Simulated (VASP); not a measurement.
# NaI (Fm-3m) in VASP: a series of runs

One crystal, NaI, is run at these levels: PBE; tasks: single point.

Program: VASP 6.6.1. These are calculated values, not measurements. Logs are shortened: lines on timing, memory, paths and dates and some standing lists are left out, and cuts for length are marked.

### 1 The crystal as given

Symmetry: Fm-3m, No. 225, cubic system. The conventional cell has a = 6.473 Å, b = 6.473 Å, c = 6.473 Å, α = 90.00°, β = 90.00°, γ = 90.00°. Around I (site symmetry m-3m) lie 6 Na at 3.24 Å. Na (site symmetry m-3m) is surrounded by 6 I at 3.24 Å.

### 2 Single point, PBE

Contents of INCAR:

```
SYSTEM = NaI
PREC = Accurate ; ENCUT = 550
EDIFF = 1E-6 ; ISMEAR = 0
SIGMA = 0.05 ; LREAL = .FALSE.
LASPH = .TRUE. ; NELM = 100
ALGO = Normal ; ISIF = 2
LWAVE = .FALSE. ; LCHARG = .FALSE.
GGA = PE ; NBANDS = 14
ADDGRID = .FALSE.
```

Contents of KPOINTS:

```
Automatic mesh
0
G
  10 10 10
  0 0 0
```

Contents of POSCAR:

```
NaI
1.0
    0.0000000000      3.2364000000      3.2364000000
    3.2364000000      0.0000000000      3.2364000000
    3.2364000000      3.2364000000      0.0000000000
I Na
1 1
Direct
    0.5000000000      0.5000000000      0.5000000000
    0.0000000000      0.0000000000      0.0000000000
```

Potentials or basis: VASP PAW PBE potentials, release 64 (I, Na_pv).

Command:

```console
$ cat potpaw_PBE.64/I/POTCAR potpaw_PBE.64/Na_pv/POTCAR > POTCAR
$ mpirun -np 1 vasp_std > vasp.out
```

OUTCAR:

```text
SYSTEM = NaI
   PREC = Accurate
   ENCUT = 550
   EDIFF = 1E-6
   ISMEAR = 0
   LREAL = .FALSE.
   LASPH = .TRUE.
   NELM = 100
   ISIF = 2
   GGA = PE

 Found     47 irreducible k-points:

 Following reciprocal coordinates:
            Coordinates               Weight
  0.000000  0.000000  0.000000      1.000000
  0.100000  0.000000  0.000000      8.000000
  0.200000  0.000000  0.000000      8.000000
  0.300000  0.000000  0.000000      8.000000
  0.400000  0.000000  0.000000      8.000000
  0.500000  0.000000  0.000000      4.000000
   k-points           NKPTS =     47   k-points in BZ     NKDIM =     47   number of bands    NBANDS=     14
   number of dos      NEDOS =    301   number of ions     NIONS =      2
   total plane-waves  NPLWV =  46656
   dimension x,y,z NGX =    36 NGY =   36 NGZ =   36
   dimension x,y,z NGXF=    72 NGYF=   72 NGZF=   72
   ions per type =               1   1
   NGX,Y,Z   is equivalent  to a cutoff of  13.08, 13.08, 13.08 a.u.
   NGXF,Y,Z  is equivalent  to a cutoff of  26.15, 26.15, 26.15 a.u.
 SYSTEM =  NaI
   PREC   = accura    normal or accurate (medium, high low for compatibility)
   ISTART =      0    job   : 0-new  1-cont  2-samecut
   ICHARG =      2    charge: 1-file 2-atom 10-const
   ISPIN  =      1    spin polarized calculation?
   LNONCOLLINEAR =      F non collinear calculations
   LSORBIT =      F    spin-orbit coupling
   LASPH  =      T    aspherical Exc in radial PAW
   ENCUT  =  550.0 eV  40.42 Ry    6.36 a.u.   8.75  8.75  8.75*2*pi/ulx,y,z
   NELM   =    100;   NELMIN=  2; NELMDL= -5     # of ELM steps
   EDIFF  = 0.1E-05   stopping-criterion for ELM
   LREAL  =      F    real-space projection
   EDIFFG = 0.1E-04   stopping-criterion for IOM
   NSW    =      0    number of steps for IOM
   IBRION =     -1    ionic relax: 0-MD 1-quasi-New 2-CG
   NFREE  =      0    steps in history (QN), initial steepest desc. (CG)
   ISIF   =      2    stress and relaxation
   ISYM   =      2    0-nonsym 1-usesym 2-fastsym
   POTIM  = 0.5000    time-step for ionic-motion
   TEBEG  =    0.0;   TEEND  =   0.0 temperature during run
   PSTRESS=    0.0 pullay stress
   NELECT =      14.0000    total number of electrons
   NUPDOWN=      -1.0000    fix difference up-down
   EMIN   =  10.00;   EMAX   =-10.00  energy-range for DOS
   EFERMI =   0.00;   METHOD = LEGACY
   ISMEAR =     0;   SIGMA  =   0.05  broadening in eV -4-tet -1-fermi 0-gaus
   EFERMI_NEDOS =   21; number of points for ismear=-14 and -15
   IALGO  =     38    algorithm
   IMIX   =      4    mixing-type and parameters
     AMIX     =   0.40;   BMIX     =  1.00
     AMIX_MAG =   1.60;   BMIX_MAG =  1.00
  volume/ion in A,a.u.               =      33.90       228.76
  Fermi-wavevector in a.u.,A,eV,Ry     =   0.967636  1.828567 12.739397  0.936319
  Thomas-Fermi vector in A             =   2.097538
   LORBIT       =      0    0 simple, 1 ext, 2 COOP (PROOUT), +10 PAW based schemes
   GGA     = PE    functional components
   LHFCALC =     F    Hartree Fock is set to
   AEXX    =    0.0000 exact exchange contribution
   IVDW    =     0    specifies the selected vdW correction
   LEPSILON=     F    determine dielectric tensor
   LRPA    =     F    only Hartree local field effects (RPA)
 non-spin polarized calculation
 Gauss-broadening in eV      SIGMA  =   0.05
  energy-cutoff  :      550.00
  volume of cell :       67.80
 maximum number of plane-waves:      2012
   NGX = 17   NGY = 17   NGZ = 17

 number of electron      13.9999993 magnetization

 Free energy of the ion-electron system (eV)
  ---------------------------------------------------
  ext. energy  EPLUGINS =         0.00000000
  ---------------------------------------------------
  free energy    TOTEN  =        -5.38510908 eV

  energy without entropy =       -5.38510908  energy(sigma->0) =       -5.38510908

 E-fermi :   1.0293     XC(G=0):  -7.7049

 val. band max:        0.8063887093   @ k =   0.0000   0.0000   0.0000
 cond. band min:       4.4469577684   @ k =   0.0000   0.0000   0.0000
 fundamental gap:      3.6405690590
 Fermi energy:         1.0292702285

 k-point     1 :       0.0000    0.0000    0.0000
  band No.  band energies     occupation
      1     -21.6328      2.00000
      2     -21.6328      2.00000
      3     -21.6328      2.00000
      4     -10.2112      2.00000
      5       0.8064      2.00000
      6       0.8064      2.00000
      7       0.8064      2.00000
      8       4.4470      0.00000
      9       8.7362      0.00000
     10       8.7362      0.00000
     11       8.7362      0.00000
     12      10.5544      0.00000
     13      10.5544      0.00000
     14      11.2411      0.00000

 k-point     2 :       0.1000    0.0000    0.0000
  band No.  band energies     occupation
      1     -21.6333      2.00000
      2     -21.6329      2.00000
      3     -21.6329      2.00000
      4     -10.1833      2.00000
      5       0.4940      2.00000
      6       0.7773      2.00000
      7       0.7773      2.00000
      8       4.8013      0.00000
      9       8.4665      0.00000
     10       8.8442      0.00000
     11       8.8442      0.00000
     12      10.2269      0.00000
     13      10.2269      0.00000
     14      11.7144      0.00000
[... 37 lines left out ...]
      1     -21.6376      2.00000
      2     -21.6331      2.00000
      3     -21.6331      2.00000
      4      -9.9296      2.00000
      5      -1.2188      2.00000
      6       0.5499      2.00000
      7       0.5499      2.00000
      8       5.9164      0.00000
      9       8.3458      0.00000
     10       8.3458      0.00000
     11       9.2598      0.00000
     12      10.9287      0.00000
     13      11.8635      0.00000
     14      11.8635      0.00000

 k-point     6 :       0.5000    0.0000    0.0000
  band No.  band energies     occupation
      1     -21.6381      2.00000
      2     -21.6332      2.00000
      3     -21.6332      2.00000
      4      -9.8974      2.00000
      5      -1.3737      2.00000
      6       0.5251      2.00000
      7       0.5251      2.00000
      8       5.8995      0.00000
      9       8.2508      0.00000
     10       8.2508      0.00000
     11       9.5364      0.00000
     12      11.1122      0.00000
     13      13.0657      0.00000
     14      13.0657      0.00000

 [... further k-points ...]

------------------------ aborting loop because EDIFF is reached ----------------------------------------

  FORCE on cell =-STRESS in cart. coord.  units (eV):
  Direction    XX          YY          ZZ          XY          YZ          ZX
  --------------------------------------------------------------------------------------
  -------------------------------------------------------------------------------------
  Total        0.1894720      0.1894720      0.1894720      0.0000000      0.0000000     -0.0000000
  in kB        4.4775347      4.4775347      4.4775347      0.0000000      0.0000000     -0.0000000
  external PRESSURE =       4.4775347 kB  Pullay stress =       0.0000000 kB

 VOLUME and BASIS-vectors are now :
 -----------------------------------------------------------------------------
  energy-cutoff  :      550.00
  volume of cell :       67.80
      direct lattice vectors                 reciprocal lattice vectors
     0.000000000  3.236400000  3.236400000    -0.154492646  0.154492646  0.154492646
     3.236400000  0.000000000  3.236400000     0.154492646 -0.154492646  0.154492646
     3.236400000  3.236400000  0.000000000     0.154492646  0.154492646 -0.154492646

 POSITION                                       TOTAL-FORCE (eV/Angst)
 -----------------------------------------------------------------------------------
      3.23640      3.23640      3.23640         0.000000     -0.000000      0.000000
      0.00000      0.00000      0.00000        -0.000000      0.000000     -0.000000
 -----------------------------------------------------------------------------------
    total drift:                                0.000000      0.000000      0.000000

  FREE ENERGIE OF THE ION-ELECTRON SYSTEM (eV)
  ---------------------------------------------------
  free  energy   TOTEN  =        -5.3851090847 eV

  energy  without entropy=       -5.3851090847  energy(sigma->0) =       -5.38510908
```

OSZICAR:

```text
N       E                     dE             d eps       ncg     rms          rms(c)
DAV:   1     0.833370951205E+02    0.83337E+02   -0.66124E+03  1316   0.913E+02
DAV:   2     0.110116328134E+01   -0.82236E+02   -0.76394E+02  1388   0.226E+02
DAV:   3    -0.529569097002E+01   -0.63969E+01   -0.63570E+01  1694   0.600E+01
DAV:   4    -0.544908481001E+01   -0.15339E+00   -0.15336E+00  1670   0.957E+00
DAV:   5    -0.545271764383E+01   -0.36328E-02   -0.36327E-02  1774   0.143E+00    0.163E+00
DAV:   6    -0.539166958036E+01    0.61048E-01   -0.70614E-02  1616   0.154E+00    0.110E+00
DAV:   7    -0.538305955514E+01    0.86100E-02   -0.64648E-02  1622   0.131E+00    0.609E-01
DAV:   8    -0.538512993440E+01   -0.20704E-02   -0.53705E-03  1592   0.579E-01    0.180E-01
DAV:   9    -0.538509437644E+01    0.35558E-04   -0.21261E-04  1550   0.127E-01    0.392E-02
DAV:  10    -0.538510816393E+01   -0.13787E-04   -0.35910E-05  1682   0.606E-02    0.108E-02
DAV:  11    -0.538510908468E+01   -0.92075E-06   -0.41354E-06  1628   0.195E-02
   1 F= -.53851091E+01 E0= -.53851091E+01  d E =-.203361E-12
```

Wall time 27 s (1 thread of Intel Xeon Platinum 8488C (Sapphire Rapids), shared host); peak memory 0.22 GiB.

These settings aren't checked as converged: the numbers below hold their error.

What came out:

```yaml
Free_energy: -5.3851 eV
Pressure: 0.4 GPa
Band_gap_on_the_k_mesh: 3.64 eV, direct
```

Caveat: spin-orbit coupling is left out, which moves the levels of the heavy elements.

(Part 1 of 2 ends here.)
